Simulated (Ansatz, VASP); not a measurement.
**TePb (k07) in VASP and in Ansatz**

```xyz
2
Lattice="0.0000 3.2847 3.2847 3.2847 0.0000 3.2847 3.2847 3.2847 0.0000" Properties=species:S:1:pos:R:3 pbc="T T T"
Te    3.2847    3.2847    3.2847
Pb    0.0000    0.0000    0.0000
```

Alike in both runs: functional PBE; k mesh 10 × 10 × 10; occupations gaussian, width 0.02 eV; no spin polarisation.

Ansatz relaxed the structure, and its values are those at the end. VASP's run is a single point on that final structure, the one shown.

```csv
,VASP,Ansatz
version,VASP 6.6.1,Ansatz 0.2.0
potentials or method,"VASP PAW PBE potentials, release 64 (Te, Pb_d)","scalar-relativistic, plane waves, PAW"
plane-wave cutoff (eV),520,420
valence electrons in the cell,20,30
```

Ansatz gave:

```
gap on the k mesh at the Fermi level (eV) : 0.83
least direct gap on the mesh (eV)         : 0.83
pressure (GPa)                            : 0.0
```

**Question.** Estimate VASP's values.

**Answer.** gap on the k mesh at the Fermi level (eV): 0.83; least direct gap on the mesh (eV): 0.83; pressure (GPa): -0.1.

The two sets of potentials don't hold the same shells in valence.

Caveats: spin-orbit coupling is left out, which as a rule narrows the gap of such compounds by several tenths of an eV. A k mesh can miss the band edges.
